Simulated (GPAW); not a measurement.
Here is a GPAW 26.7.0 calculation.

File run.py:

```python
from ase import Atoms
from ase.dft.bandgap import bandgap
from ase.io import write
from ase.units import Bohr, GPa
from gpaw import GPAW, PW, setup_paths
from gpaw.elf import elf_from_dft_calculation

setup_paths.insert(0, '.')

atoms = Atoms(['Fe', 'O'],
              cell=[[1.5188209023, 0.8768916568, 2.5195772846],
                    [-1.5188209023, 0.8768916568, 2.5195772846],
                    [0.0, -1.7537833136, 2.5195772846]],
              scaled_positions=[[0.0, 0.0, 0.0],
                                [0.5, 0.5, 0.5]],
              pbc=True)
atoms.set_initial_magnetic_moments([3.0, 0.0])

calc = GPAW(mode=PW(800),
            xc='PBEsol',
            kpts={'size': (11, 11, 11), 'gamma': True},
            occupations={'name': 'fermi-dirac', 'width': 0.05},
            nbands=17,
            convergence={'density': 1e-05, 'energy': 1e-05},
            maxiter=150,
            txt='gpaw.txt')
atoms.calc = calc
energy = atoms.get_potential_energy()
forces = atoms.get_forces()
stress = atoms.get_stress()
calc.write('gs.gpw')
write('result.traj', atoms)
print(f'Energy: {energy:.6f} eV')
print('Forces (eV/A):')
print(forces.round(4))
print('Stress (GPa):', (stress / GPa).round(3))
print('Moments:', calc.get_magnetic_moments().round(3))
print('Fermi level:', round(calc.get_fermi_level(), 4), 'eV')
print(f'Gap: {bandgap(calc)[0]:.4f} eV, direct: {bandgap(calc, direct=True)[0]:.4f} eV')

# fields on the real-space grid
write('density.cube', atoms, data=calc.get_pseudo_density() * Bohr**3)
write('potential.cube', atoms, data=calc.get_electrostatic_potential())
write('spin.cube', atoms, data=(calc.get_pseudo_density(spin=0) - calc.get_pseudo_density(spin=1)) * Bohr**3)
write('elf.cube', atoms, data=elf_from_dft_calculation(calc).data)
```

Potentials or basis: PAW data sets generated in the run's folder for this functional, pw.

The run is started by

```sh
$ gpaw-setup -f PBEsol Fe O
$ OMP_NUM_THREADS=1 python run.py
```

(1) What does it give for the band gap on the k mesh?

(2) Estimate the pressure.

(3) What does it give for the net moment?

(4) Predict the site moments.

Answers

(1) none (metal or under the smearing width).

(2) -8.0 GPa.

(3) 4.00 μB per cell.

(4) Fe +3.54; O +0.24 μB.

Caveat: a cell with one magnetic atom can't hold antiferromagnetic order, which such compounds often take; semilocal functionals often make such compounds metallic where correlation or magnetic order opens a gap, which also shifts bond lengths.
